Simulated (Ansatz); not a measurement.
I:

```xyz
1
Lattice="0.0000 2.3656 3.9098 2.1922 0.0000 3.9098 2.1922 2.3656 0.0000" Properties=species:S:1:pos:R:3 pbc="T T T"
I     0.0000    0.0000    0.0000
```

```yaml
Program: Ansatz 0.2.0
Task: relaxation of cell and atoms
Functional: HSEsol
Potentials_or_basis: Ansatz PAW
Cutoff: "420 eV (not typed: the program's choice for these potentials)"
k_mesh: 5 × 5 × 5
Occupations: fermi-dirac, width 0.05 eV
Spin: no spin polarisation
```

At the start: volume 40.55 Å³/atom.

Problem. How do energy, volume and symmetry change on relaxing?

Solution. It ends after 5 steps and the volume is 37.79 Å³/atom (-6.8 %); space group Fmmm (No. 69, to 0.05 Å).

The path:
| step | energy change (eV) | largest force (eV/Å) | volume (Å³) |
| --- | --- | --- | --- |
| 1 | 0.0000 | 0.0000 | 40.55 |
| 2 | -0.0252 | 0.0000 | 38.34 |
| 3 | -0.0289 | 0.0000 | 37.84 |
| 4 | -0.0295 | 0.0000 | 37.79 |
| 5 | -0.0289 | 0.0000 | 37.79 |

Final structure:
```
I
1.0
     0.00000    2.38505    3.86395
     2.05012    0.00000    3.86395
     2.05012    2.38505    0.00000
I
1
Direct
  0.00000 0.00000 0.00000
```

Caveat: the k mesh is coarse (spacing up to 0.42 Å⁻¹), so the values aren't converged, least of all with exact exchange; the plane-wave basis is chosen anew once the cell has moved, so the energies of steps on either side of that aren't comparable; an odd number of electrons without spin polarisation forces a metal; a magnetic or distorted state may lie lower; the PAW data sets come from PBE, with cores solved anew for the run's functional, which leaves a small shift of forces and pressure.
